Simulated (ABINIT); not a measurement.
Crystal: KCl (Sylvite).

```
CELL_PARAMETERS angstrom
0.00000 3.14647 3.14647
3.14647 0.00000 3.14647
3.14647 3.14647 0.00000
ATOMIC_POSITIONS crystal
K 0.00000 0.00000 0.00000
Cl 0.50000 0.50000 0.50000
```

Program: ABINIT 10.8.3 (patched build). Alike in all runs: no spin polarisation; cell as given; k mesh 7 × 7 × 7; smearing fermi-dirac 0.05 eV. Hardware: 4 threads of AMD EPYC 9R45 96-Core Processor (Zen 5) (shared host).

**Question.** Order these runs on this cell by their wall time, lowest first.
A. task band structure; level r2SCAN; potentials or basis JTH PAW PBE v2.0; cutoff (eV) 816; fine-grid cutoff 1414.99 eV
B. task single point; level PBEsol; potentials or basis PseudoDojo NC SR PBEsol v0.4.1 standard; cutoff (eV) 1007
C. task band structure; level PBE; potentials or basis JTH PAW PBE v2.0; cutoff (eV) 680; fine-grid cutoff 1278.94 eV

**Answer.** B (6 s), C (13 s), A (67 s).

Not every run made on this cell is shown here.
